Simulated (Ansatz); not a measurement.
# KCl (Pm-3m) in Ansatz: equation of state

Aim: energy against volume of KCl in PBEsol, for its equilibrium volume and stiffness.

All numbers are computed with Ansatz 0.2.0; they aren't measurements. Logs are shortened: lines on timing, memory, paths and dates and some standing lists are left out, and cuts for length are marked.

**1. The crystal as given**

The structure is cubic, space group Pm-3m (No. 221). Conventional cell: a = 3.839 Å, b = 3.839 Å, c = 3.839 Å, α = 90.00°, β = 90.00°, γ = 90.00°. K (site symmetry m-3m) is surrounded by 8 Cl at 3.32 Å. Around Cl (site symmetry m-3m) lie 8 K at 3.32 Å.

Measurements of this composition are mostly on another form, of space group No. 225.

**2. Equation of state, PBEsol**

Potentials or basis: all-electron LAPW, scalar-relativistic.

This step only gathers the single runs of the series.

Results:

| Item | Value |
| --- | --- |
| Equilibrium volume | 26.11 Å³/atom (rough: see the caveat) |
| Bulk modulus | 22 GPa (rough) |

Energy against volume, from the lowest point:
| volume (Å³/atom) | energy (meV/atom) |
| --- | --- |
| 26.596 | 0.00 |
| 27.162 | 2.08 |
| 27.728 | 5.48 |
| 28.294 | 10.04 |
| 28.860 | 15.62 |
| 29.426 | 22.10 |
| 29.991 | 29.36 |

Caveat: the minimum lies outside the volumes run.
